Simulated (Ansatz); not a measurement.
# A series in volume scale on MgSe

All results are calculated (Ansatz 0.2.0). Periodic Kohn-Sham DFT of a crystal at fixed atoms, scaled to volume_scale times the given cell; pressure positive in compression, energy less spherical unpolarised free atoms, largest_vzz the field gradient of largest size among the nuclei.

The cell before it is scaled or strained (space group Fm-3m, No. 225):
```
cell vectors (Å)
   0.0000     2.7541     2.7541
   2.7541     0.0000     2.7541
   2.7541     2.7541     0.0000
atoms (fractions of the cell vectors)
Mg  0.00000  0.00000  0.00000
Se  0.50000  0.50000  0.50000
```

Settings of every row: method all-electron LAPW; functional PBE; relativity scalar; k mesh 11x11x11; filling fermi-dirac; smearing width 0.03 eV; basis error target 0.25 meV/atom; nucleus gaussian.

Atom start moment: 0 on all atoms.

Limits: the cell comes from a prototype or a list of computed structures and needn't be the stable phase.

```csv
row,volume scale,V (Å³/atom),energy less free atoms (eV/atom),pressure (GPa)
1,0.9405,19.647,-3.7205,4.213
2,0.97,20.263,-3.7322,1.96
3,1,20.89,-3.736,-0.005
4,1.03,21.517,?,?
5,1.06,22.143,-3.723,-3.135
```

Question: what energy less free atoms and pressure should row 4 give?

Worked fit of energy less free atoms. Take u = (V_r/V)^(2/3) − 1 with V_r = 20.577 Å³ an atom, which is twice the finite (Eulerian) strain; such expansions in the strain, on which the Birch-Murnaghan equation of state is built, carry the rest volume and the bulk modulus. The shown rows have u = 0.03131, 0.0103, -0.01001, -0.04772. Least squares give energy less free atoms = −3.73507 + 0.1811 × u + 9.092 × u² eV/atom; a straight line predicts inner rows, each left out in turn, worse (root mean square 0.0089 against 7.8e-05 eV/atom). All shown rows lie on it to the printed digit. Its lowest point lies at u = -0.0100, or V = 20.89 Å³ an atom, and the curvature there gives the bulk modulus at fixed shape and fractions, B = (4/9)(1 + u)² E″(u)/V = 60.8 GPa. The withheld row has u = -0.02934, so the fit gives −3.73507 + 0.1811 × (-0.02934) + 9.092 × (-0.02934)² = -3.7326 eV/atom.

The calculation gave -3.7326 eV/atom. The fit meets it to the printed digit.

Worked fit of pressure. Take u = (V_r/V)^(2/3) − 1 with V_r = 20.577 Å³ an atom, which is twice the finite (Eulerian) strain; such expansions in the strain, on which the Birch-Murnaghan equation of state is built, carry the rest volume and the bulk modulus. The shown rows have u = 0.03131, 0.0103, -0.01001, -0.04772. Least squares give pressure = 0.9387 + 96.942 × u + 242.73 × u² GPa; a straight line predicts inner rows, each left out in turn, worse (root mean square 0.24 against 0.006 GPa). The rows lie off it by 0.001, -0.003, 0.002, 0.000. The pressure vanishes at u = -0.0099, or V = 20.89 Å³ an atom, and there the bulk modulus at fixed shape and fractions is B = −V dP/dV = (2/3)(1 + u) dP/du = 60.8 GPa. The withheld row has u = -0.02934, so the fit gives 0.9387 + 96.942 × (-0.02934) + 242.73 × (-0.02934)² = -1.697 GPa.

The calculation gave -1.69 GPa. The fit lies 0.007 GPa (0.095 % of the column's range) below it; its largest miss of a shown row is 0.003 GPa.
